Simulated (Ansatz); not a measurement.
## AlN (P6_3mc):Sb_N-Si_Al, thermodynamic levels from a 72-atom cell

Aim: at which Fermi levels does Sb_N-Si_Al in AlN (P6_3mc) change its charge? The model is a cell of 72 host atoms with 1 N and 1 Al taken out and 1 Sb and 1 Si put in.

Program: Ansatz 0.2.0. Level of theory: place-levels on r2SCAN runs: charge-transition levels and formation energies with image-charge correction and potential alignment at the atomic sites; PAW set soft_1. Results are calculated unless marked as measured.

## Step 1: Starting point

The cell holds 72 atoms: 35 Al, 35 N, 1 Sb and 1 Si. Its edges and angles: a = 9.320 Å, b = 9.320 Å, c = 9.956 Å, α = 90.0°, β = 90.0°, γ = 120.0°. It derives from AlN (space group P6_3mc). Nearest the centre at fractional (0.667, 0.500, 0.470): Sb35 at 0.94 Å, Si58 at 0.94 Å, Al33 at 2.37 Å, N64 at 2.37 Å, Al26 at 2.39 Å, N67 at 2.39 Å, N59 at 2.39 Å, Al34 at 2.39 Å.

Coordinates:

```xyz
72
Lattice="9.3196 0.0000 0.0000 -4.6598 8.0710 0.0000 0.0000 0.0000 9.9565" Properties=species:S:1:pos:R:3 pbc="T T T"
Al    1.5533    0.8968    2.4852
Al    0.0000    1.7936    4.9743
N     1.5533    0.8968    4.3848
N     0.0000    1.7936    1.8957
Al    1.5533    0.8968    7.4634
Al    0.0000    1.7936    9.9525
N     1.5533    0.8968    9.3631
N     0.0000    1.7936    6.8739
Al    0.0000    3.5871    2.4852
Al   -1.5533    4.4839    4.9743
N     0.0000    3.5871    4.3848
N    -1.5533    4.4839    1.8957
Al    0.0000    3.5871    7.4634
Al   -1.5533    4.4839    9.9525
N     0.0000    3.5871    9.3631
N    -1.5533    4.4839    6.8739
Al   -1.5533    6.2774    2.4852
Al   -3.1065    7.1742    4.9743
N    -1.5533    6.2774    4.3848
N    -3.1065    7.1742    1.8957
Al   -1.5533    6.2774    7.4634
Al   -3.1065    7.1742    9.9525
N    -1.5533    6.2774    9.3631
N    -3.1065    7.1742    6.8739
Al    4.6598    0.8968    2.4852
Al    3.1065    1.7936    4.9743
N     4.6598    0.8968    4.3848
N     3.1065    1.7936    1.8957
Al    4.6598    0.8968    7.4634
Al    3.1065    1.7936    9.9525
N     4.6598    0.8968    9.3631
N     3.1065    1.7936    6.8739
Al    3.1065    3.5871    2.4852
Al    1.5533    4.4839    4.9743
Sb    3.1065    3.5871    4.3848
N     1.5533    4.4839    1.8957
Al    3.1065    3.5871    7.4634
Al    1.5533    4.4839    9.9525
N     3.1065    3.5871    9.3631
N     1.5533    4.4839    6.8739
Al    1.5533    6.2774    2.4852
Al    0.0000    7.1742    4.9743
N     1.5533    6.2774    4.3848
N     0.0000    7.1742    1.8957
Al    1.5533    6.2774    7.4634
Al    0.0000    7.1742    9.9525
N     1.5533    6.2774    9.3631
N     0.0000    7.1742    6.8739
Al    7.7663    0.8968    2.4852
Al    6.2130    1.7936    4.9743
N     7.7663    0.8968    4.3848
N     6.2130    1.7936    1.8957
Al    7.7663    0.8968    7.4634
Al    6.2130    1.7936    9.9525
N     7.7663    0.8968    9.3631
N     6.2130    1.7936    6.8739
Al    6.2130    3.5871    2.4852
Si    4.6598    4.4839    4.9743
N     6.2130    3.5871    4.3848
N     4.6598    4.4839    1.8957
Al    6.2130    3.5871    7.4634
Al    4.6598    4.4839    9.9525
N     6.2130    3.5871    9.3631
N     4.6598    4.4839    6.8739
Al    4.6598    6.2774    2.4852
Al    3.1065    7.1742    4.9743
N     4.6598    6.2774    4.3848
N     3.1065    7.1742    1.8957
Al    4.6598    6.2774    7.4634
Al    3.1065    7.1742    9.9525
N     4.6598    6.2774    9.3631
N     3.1065    7.1742    6.8739
```

Screening for the image-charge correction: ε∞ = (4.49, 4.49, 4.72), ε0 = (8.15, 8.15, 9.65), computed on the host (DFPT, PBEsol, on the r2SCAN cell), and a cell off the functional's own equilibrium shifts the ionic part.

The cell's shortest repeat is 9.3 Å.

## Step 2: What was run first

Levels follow from differences of total energies between charge states, each relaxed by itself.

Random displacements of about 0.05 Å break the site symmetry at the start, so that the relaxation can reach a distorted minimum if there is one. Forces are taken at one point at (¼, ¼, ¼). The cell holds 1 electron more than the neutral one, with a uniform background that keeps it neutral on the whole.

The sampling was tested on the host first: at the k-points planned (1x1x1 shifted 0.25 0.25 0.25) its energy lies -0.014 eV an atom from the dense-mesh value, under the bound of 0.02 eV set for this test; that bounds the host's error, not the defect's.

One state's input; the others differ in charge, spin, start and seed, and in occupations where the table says so.

File qm1.relax/input.yaml:

```yaml
crystal:
  lattice:
    - [3.10652185, 3.0e-08, 0.0]
    - [-1.55326095, 2.69032682, 0.0]
    - [0.0, 0.0, 4.97823886]
  atoms:
    - { symbol: Al, position: [0.66666667, 0.33333333, 0.49920333] }
    - { symbol: Al, position: [0.33333333, 0.66666667, 0.99920333] }
    - { symbol: "N", position: [0.66666667, 0.33333333, 0.88079667] }
    - { symbol: "N", position: [0.33333333, 0.66666667, 0.38079667] }
  supercell: [3, 3, 2]
  defects:
    - { substitution: { at: 34, symbol: Sb } }
    - { substitution: { at: 57, symbol: Si } }
total_charge: -1
basis:
  ecutwfc: 500
  xc_grid: 2
hamiltonian:
  xc: r2scan
  pseudopotentials: { kind: paw, azcp: { folder: soft_1 } }
kpoints:
  mp_grid: { grid: [1, 1, 1], shift: [0.25, 0.25, 0.25] }
scf:
  occupations: { method: fixed }
  max_iter: 80
output:
  forces: true
  charged_corrections:
    epsilon: [4.49, 4.49, 4.72]
    static_epsilon: [8.15, 8.15, 9.65]
    defect_position: [0.666667, 0.5, 0.47]
relax:
  f_tol: 0.02
  max_steps: 80
  random_displacement: { amplitude: 0.05, seed: 5266 }
checkpoint:
  write: "../qm1.relax.run"
  compress: false
  write_wavefunctions: true
  write_every: 100000
```

The run is started by

```sh
$ ansatz run input.yaml --threads 4 --pin off --max-ram 7536MiB --backend cpu --events-out ev --progress --plain --runs-dir out
```

The relaxed structure is kept and the sampling changed to a 2×2×2 shifted mesh.

The run of this state that the levels use, under r2SCAN:

File qm1.point/input.yaml:

```yaml
crystal:
  checkpoint: "../qm1.relax.run"
  host: checkpoint
total_charge: -1
basis:
  ecutwfc: 500
  xc_grid: 2
hamiltonian:
  xc: r2scan
  pseudopotentials: { kind: paw, azcp: { folder: soft_1 } }
kpoints:
  mp_grid: { grid: [2, 2, 2], shift: [0.5, 0.5, 0.5] }
scf:
  occupations: { method: fermi_dirac, width: 0.01 }
  max_iter: 80
output:
  forces: true
  eigenvalues: true
  charged_corrections:
    epsilon: [4.49, 4.49, 4.72]
    static_epsilon: [8.15, 8.15, 9.65]
    defect_position: [0.666667, 0.5, 0.47]
  eigenstates: { localisation: true }
  populations: true
  band_densities: [{ bands: [v1, v1] }, { bands: [c1, c1] }]
  write_density: true
  write_potential: true
  volumetric_format: npy
checkpoint:
  read: "../qm1.relax.run"
  write: "../qm1.point.run"
  compress: false
  write_wavefunctions: false
  write_every: 100000
```

Relaxations under r2SCAN at one point at (¼, ¼, ¼); times on 4 threads of Arm Neoverse V1, shared host:

```
charge  moment (μB)  occupations    outcome  steps  largest displacement against the far atoms (Å)     time
    −1            0        fixed  converged     11                                            0.70  2.9 min
     0            1        fixed  converged      9                                            0.56  5.5 min
    +1            0        fixed  converged      9                                            0.68  2.1 min
    +2            1        fixed  converged     14                                            0.83  8.9 min
```

Single points under r2SCAN at a 2×2×2 shifted mesh; times on 4 threads of Arm Neoverse V1, shared host:

```
charge  moment (μB)  occupations    outcome     time
    −1            0  fermi-dirac  converged     91 s
     0            1  fermi-dirac  converged  3.5 min
    +1            0  fermi-dirac  converged     96 s
    +2            1  fermi-dirac  converged  4.3 min
```

Distances (Å) from the ideal centre to the nearest atoms after relaxation with r2SCAN:

```
charge  moment (μB)       1.       2.      3.      4.      5.       6.
    −1            0  Sb 0.75  Si 1.64  N 2.48  N 2.49  N 2.54  Al 2.74
     0            1  Sb 0.86  Si 1.50  N 2.43  N 2.43  N 2.47  Al 2.76
    +1            0  Sb 1.05  Si 1.24  N 2.37  N 2.37  N 2.41  Al 2.76
    +2            1  Sb 1.08  Si 1.24  N 2.36  N 2.37  N 2.41  Al 2.79
```

## Step 3: Placing the levels, r2SCAN

A charged cell interacts with its images and the background, and its potential has another zero than the host's. place-levels removes the first by a point-charge model, screened by the static dielectric constant since the ions have relaxed around the charge, and the second by comparing potentials at atoms far from the defect.

The host is a run of the defect-free crystal in the same cutoffs, grids and k-points, so that basis and sampling errors cancel in part in the differences. The host is run in a cell of 8 atoms on a matching mesh. Its band edges are searched through the zone by a band path, so the gap is smaller than, or equal to, that on the mesh. Chemical potentials are energies per atom of N (N2 molecule), Sb (A7 rhombohedral), Al (fcc) and Si (diamond), run with the same functional and cutoff.

File levels.point.yaml:

```yaml
host:
  run: host.point.run
states: [qm1.point.run, q0_M1.point.run, qp1.point.run, qp2_M1.point.run]
geometry_from:
  qm1.point.run: qm1.relax.run
  q0_M1.point.run: q0_M1.relax.run
  qp1.point.run: qp1.relax.run
  qp2_M1.point.run: qp2_M1.relax.run
  host.point.run: host.relax.run
chemical_potentials:
  "N":
    energy: -384.814403
    dataset: "<sha256 of the dataset>"
  Sb:
    energy: -6499.197686
    dataset: <sha256 of the dataset>
  Al:
    energy: -540.418346
    dataset: <sha256 of the dataset>
  Si:
    energy: -639.06578
    dataset: <sha256 of the dataset>
epsilon: [4.49, 4.49, 4.72]
static_epsilon: [8.15, 8.15, 9.65]
vertical:
  - { from: qm1.point.run, to: qm1.point_neutral.run }
  - { from: qp1.point.run, to: qp1.point_neutral.run }
  - { from: qp2_M1.point.run, to: qp2_M1.point_neutral.run }
```

The run is started by

```sh
$ ansatz place-levels levels.point.yaml -- --threads 4 --pin off --max-ram 7536MiB
```

Numbers of over 12 decimals in the logs are rounded to 6 here.

The program printed:

```text
[... repeated set-up lines and file paths are left out, and long positions are rounded to six places ...]
(+2/+1) 0.839 eV above the valence edge, 4.039 eV under the conduction edge
(+1/0) 3.838 eV above the valence edge, 1.040 eV under the conduction edge
(0/-1) 4.217 eV above the valence edge, 0.660 eV under the conduction edge
formation energy of charge +2: +7.319 eV with the Fermi level at the valence edge
formation energy of charge +1: +8.158 eV with the Fermi level at the valence edge
formation energy of charge 0: +11.996 eV with the Fermi level at the valence edge
formation energy of charge -1: +16.214 eV with the Fermi level at the valence edge
vertical -1 to 0: no energy, since no alignment is typed
  the change from vertical[0].from (qm1.point.run) to vertical[0].to (qm1.point_neutral.run): by its potential at epsilon [4.49, 4.49, 4.72] it stands at 0.957 0.646 0.521, with an rms radius of about 1.8 Å (1.1 1.1 1.0 Å across the planes of the cell's [...]
vertical +1 to 0: no energy, since no alignment is typed
  the change from vertical[1].from (qp1.point.run) to vertical[1].to (qp1.point_neutral.run): by its potential at epsilon [4.49, 4.49, 4.72] it stands at 0.948 0.660 0.523, with an rms radius of about 3.2 Å (2.2 1.8 1.5 Å across the planes of the cell's [...]
vertical +2 to 0: no energy, since no alignment is typed
  the change from vertical[2].from (qp2_M1.point.run) to vertical[2].to (qp2_M1.point_neutral.run): by its potential at epsilon [4.49, 4.49, 4.72] it stands at 0.560 0.512 0.469, with an rms radius of about 3.0 Å (1.9 1.6 1.6 Å across the planes of the cell's [...]
  edges by r2scan, gap 4.878 eV; the host is sampled to repeats of 18.64 Å
  the defect's cells are sampled to repeats of 18.64 Å, like sampling
  charge +2: -39645.0595 eV with its correction of +1.822 eV, at epsilon [8.15, 8.15, 9.65], aligned at sites: +0.3856 eV, mean over 32 atomic sites at or beyond 4.66 Å from the defect at [0.6667, 0.5000, 0.4700], with +0.039691 for the charge's moments and [...]
  charge +1: -39637.3026 eV with its correction of +0.661 eV, at epsilon [8.15, 8.15, 9.65], aligned at sites: +0.3978 eV, mean over 32 atomic sites at or beyond 4.66 Å from the defect at [0.6667, 0.5000, 0.4700], with -0.000002 for the charge's moments and [...]
  charge 0: +0.000 eV for its dipole among its images, +0.000 omitted
  charge -1: -39615.4107 eV with its correction of -0.192 eV, at epsilon [8.15, 8.15, 9.65], aligned at sites: +0.4550 eV, mean over 32 atomic sites at or beyond 4.66 Å from the defect at [0.6667, 0.5000, 0.4700], with +0.000000 for the charge's moments and [...]
  of states[3] (qp2_M1.point.run): it parts from the run at its places by a charge that spreads by about 1.9 Å along one vector (1.4 Å or more is wide), by its potential at epsilon [4.49, 4.49, 4.72], taken for that of held ions (one typed too small widens [...]
  of states[2] (qp1.point.run): it parts from the run at its places by a charge that spreads by about 2.2 Å along one vector (1.4 Å or more is wide), by its potential at epsilon [4.49, 4.49, 4.72], taken for that of held ions (one typed too small widens it), [...]
  of states[1] (q0_M1.point.run): its displacements don't fall off away from the defect: farther atoms stand 0.026 Å off the host's places. [...]
  of states[0] (qm1.point.run): its alignment with the host at atomic sites is doubtful: the mean over the far sites moves by +0.0538 eV from their farther parts to their nearer, more than 0.05 eV. [...]
  of vertical[0].from (qm1.point.run): its displacements don't fall off away from the defect: farther atoms stand 0.027 Å off the host's places. [...]
  of vertical[0].to (qm1.point_neutral.run): its displacements don't fall off away from the defect: farther atoms stand 0.027 Å off the host's places. [...]
  of vertical[1].from (qp1.point.run): its displacements don't fall off away from the defect: farther atoms stand 0.033 Å off the host's places. [...]
  of vertical[1].to (qp1.point_neutral.run): its displacements don't fall off away from the defect: farther atoms stand 0.033 Å off the host's places. [...]
  of vertical[2].from (qp2_M1.point.run): its displacements don't fall off away from the defect: farther atoms stand 0.033 Å off the host's places. [...]
  of vertical[2].to (qp2_M1.point_neutral.run): its displacements don't fall off away from the defect: farther atoms stand 0.033 Å off the host's places. [...]
```

Elapsed: 0.51 s, on 4 threads of Arm Neoverse V1, shared host.

(Continued in part 2 of 2.)

[Logs are printed without paths, hosts, clocks, repeated set-up lines and the standing remarks that a program may print on its own settings, such as how far it seeks lower states.]

[Hosts, paths, dates, database ids (printed as entryN), source tags and the programs' standing remarks are cut or masked in the printed files.]

[Where a table of states has a column of steps, it counts the stored structures, which are thinned; the runs took as many ionic steps or more.]

[A defect's name tells the site on which it was built; relaxed atoms can leave that site.]

[For some hosts the program warned that the k-mesh of the response run may be too coarse for force constants and the static dielectric constant; such warnings are not shown here.]
